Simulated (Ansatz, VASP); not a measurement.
## Tl: VASP beside Ansatz

```
Tl
1.0
    -2.11571    2.11571    2.11571
     2.11571   -2.11571    2.11571
     2.11571    2.11571   -2.11571
Tl
1
Cartesian
  0.0000 0.0000 0.0000
```

Alike in both runs: task single point; functional RPBE; k mesh 12 × 12 × 12; occupations fermi-dirac, width 0.1 eV; no spin polarisation.

|  | VASP | Ansatz |
| --- | --- | --- |
| version | VASP 6.6.1 | Ansatz 0.2.0 |
| potentials or method | VASP PAW PBE potentials, release 64 (Tl_d) | plane waves (420 eV) with PAW, scalar-relativistic |
| plane-wave cutoff (eV) | 520 | 420 |
| valence electrons in the cell | 13 | 13 |

|  | VASP | Ansatz | Ansatz less VASP |
| --- | --- | --- | --- |
| pressure (GPa) | -1.7 | -1.6 | +0.05 |

Caveats: the PAW data sets were made with another functional, which shifts forces and pressure a little (VASP). Spin-orbit coupling is left out, which matters for the levels of Tl.
